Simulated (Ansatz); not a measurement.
Here is an Ansatz 0.2.0 calculation.

Contents of input.yaml:

```yaml
crystal:
  lattice:
    - [-2.574489719, 2.574489719, 1.3974126432]
    - [2.574489719, -2.574489719, 1.3974126432]
    - [2.574489719, 2.574489719, -1.3974126432]
  atoms:
    - { symbol: Ge, position: [0.478934, 0.474351, -0.006719] }
    - { symbol: Ge, position: [0.245043, 0.742521, 0.506913] }
kpoints:
  mp_grid: { grid: [11, 11, 11] }
scf:
  occupations: { method: fermi_dirac, width: 0.05 }
hamiltonian:
  xc: pbesol
  pseudopotentials: { kind: all_electron, lapw: { basis_error: 0.001 } }
output:
  forces: true
  stress: true
  eigenvalues: true
  populations: true
```

Potentials or basis: all-electron LAPW, scalar-relativistic.

Command:

```console
$ ansatz run input.yaml --threads 1 --pin off --max-ram 3072MiB --backend cpu --events-out ev --progress --plain --runs-dir out
```

Problem. Estimate the largest force.

Solution. 0.185 eV/Å.

Problem. Predict the pressure.

Solution. -0.5 GPa.

Problem. Predict the band gap on the k mesh.

Solution. None (metal or under the smearing width).

Stress tensor (GPa, compression positive):
```
 0.03 -0.02  0.31
-0.02 -0.76 -0.20
 0.31 -0.20 -0.80
```
